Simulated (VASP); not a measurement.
Data:

```
InN
1.0
    1.75289    -3.03609     0.00000
    1.75289     3.03609     0.00000
    0.00000     0.00000     5.65501
In N
2 2
Cartesian
  1.75289  -1.01203   2.82676
  1.75289   1.01203   5.65426
  1.75289  -1.01203   4.97150
  1.75289   1.01203   2.14400
```

Calculation: SCAN meta-GGA, VASP's PBE PAW potentials (set 64) (plane waves; VASP). Settings: 520 eV cut-off, 10×10×6 Γ-centred mesh, first-order Methfessel-Paxton smearing of 0.10 eV, potentials In_d N.

Problem. Give the stress tensor in GPa (positive for a compressed cell).

Solution. 
```
4.76  0.00  0.00
0.00  4.76  0.00
0.00  0.00  4.72
```
The pressure is its mean diagonal, 4.75 GPa.

The compound is InN in the wurtzite structure. This cell is one point of a volume scan, at 0.97 of the reference volume.
